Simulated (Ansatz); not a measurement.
**Si**

```
Si
1.0
     2.53240    0.00000    0.00000
     0.00000    2.53240    0.00000
     0.00000    0.00000    2.53240
Si
1
Direct
  0.00000 0.00000 0.00000
```

The structure comes from a relaxation in the same program, started in the sc type, and has space group Pm-3m. Whether it is a known phase or the ground state wasn't checked.

The calculation used DFT, PBE, all-electron LAPW, scalar-relativistic (Ansatz 0.2.0).

Settings: a Γ-centred 14×14×14 k mesh, Fermi–Dirac smearing of 0.03 eV, basis error target 0.25 meV/atom, no spin polarisation.

| Quantity | Value |
| --- | --- |
| Volume per atom | 16.24 Å³ |
| Pressure at this cell | 0.00 GPa |

**Question.** Predict this quantity. Band gap.

**Answer.** none: bands cross the Fermi level, a metal.

**Question.** Predict this quantity. Density of states at the Fermi level (0.2 eV bin).

**Answer.** 0.40 states/eV per cell.
